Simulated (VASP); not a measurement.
A run of VASP 6.6.1:

INCAR

```
SYSTEM = CdTe
  ALGO = Normal
  EDIFF = 1E-6
  ENCUT = 520
  GGA = PE
  ISIF = 2
  ISMEAR = 0
  LASPH = .True.
  LCHARG = .False.
  LREAL = .False.
  LWAVE = .False.
  NBANDS = 16
  NELM = 60
  PREC = Accurate
  SIGMA = 0.1
```

The input KPOINTS:

```
k-points
0
Gamma
  6 6 6
  0 0 0
```

Contents of POSCAR:

```
CdTe
1.0
    0.0000000000      3.2050000000      3.2050000000
    3.2050000000      0.0000000000      3.2050000000
    3.2050000000      3.2050000000      0.0000000000
Cd Te
1 1
Direct
    0.0000000000      0.0000000000      0.0000000000
    0.7500000000      0.7500000000      0.7500000000
```

Potentials or basis: VASP PAW PBE potentials, release 64 (Cd, Te).

Run with:

```sh
$ cat potpaw_PBE.64/Cd/POTCAR potpaw_PBE.64/Te/POTCAR > POTCAR
$ mpirun -np 1 vasp_std > vasp.out
```

Hardware: 1 thread of Intel(R) Xeon(R) Platinum 8259CL CPU @ 2.50GHz (Skylake/Cascade Lake), with other jobs on the host.

Task: Estimate the wall time of this run.

Result: It took 21 s on 1 thread of Intel(R) Xeon(R) Platinum 8259CL CPU @ 2.50GHz (Skylake/Cascade Lake), with other jobs on the host, peak memory 0.21 GiB. Counts: scf iterations 12, k points 16.
